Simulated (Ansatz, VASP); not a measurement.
One calculation of Au, two programs

```
Au
1.0
    -1.59098    1.59098    1.59098
     1.59098   -1.59098    1.59098
     1.59098    1.59098   -1.59098
Au
1
Direct
  0.00000 0.00000 0.00000
```

Change from the starting cell: strain -0.040 along x and y, -0.040 along z, atoms carried along.

Alike in both runs: task single point; functional PBEsol; k mesh 20 × 20 × 20; occupations gaussian, width 0.15 eV; no spin polarisation.

```csv
,VASP,Ansatz
version,VASP 6.6.1,Ansatz 0.2.0
potentials or method,"VASP PAW PBE potentials, release 64 (Au)","scalar-relativistic, plane waves, PAW"
plane-wave cutoff (eV),520,420
valence electrons in the cell,11,19
```

|  | VASP | Ansatz | Ansatz less VASP |
| --- | --- | --- | --- |
| gap on the k mesh at the Fermi level (eV) | none | none | - |
| pressure (GPa) | 11.2 | 11.6 | +0.36 |

A gap of «none» marks a metal or a gap that the smearing closes. The two sets of potentials don't hold the same shells in valence.

Caveats: the PAW data sets were made with another functional, which shifts forces and pressure a little (VASP). Spin-orbit coupling is left out, which matters for the levels of Au.
